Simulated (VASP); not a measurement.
Here is a VASP 6.6.1 calculation.

Contents of INCAR:

```
  PREC = Accurate
  ENCUT = 520
  EDIFF = 1E-7
  ISMEAR = 0
  SIGMA = 0.1
  LREAL = F
  LASPH = T
  NELM = 100
  ALGO = Fast
  ISIF = 2
  LWAVE = F
  LCHARG = T
  GGA = PE
  IVDW = 12
  LELF = T
  LVHAR = T
  NBANDS = 32
```

Contents of KPOINTS:

```
regular mesh
0
Gamma
  15 15 4
```

File POSCAR:

```
Hg
1.0
    3.3374995849      0.0000000000      0.0000000000
   -1.6687497925      2.8903594256      0.0000000000
    0.0000000000      0.0000000000     10.5882697211
Hg
4
Direct
    0.0000000000      0.0000000000      0.0000000000
    0.3333333333      0.6666666667      0.2500000000
    0.0000000000      0.0000000000      0.5000000000
    0.6666666667      0.3333333333      0.7500000000
```

Potentials or basis: VASP PAW PBE potentials, release 64 (Hg).

Command:

```console
$ cat potpaw_PBE.64/Hg/POTCAR > POTCAR
$ mpirun -np 1 vasp_std > vasp.out
```

Question: What does it give for the dispersion energy per atom?

Answer: -0.410 eV.

Question: Estimate the band gap on the k mesh.

Answer: None (metal or under the smearing width).

Question: What does it give for the pressure?

Answer: 0.2 GPa.

Caveat: pairwise dispersion overbinds metals, which lowers pressure and volume. Spin-orbit coupling is left out, which matters for the levels of Hg.
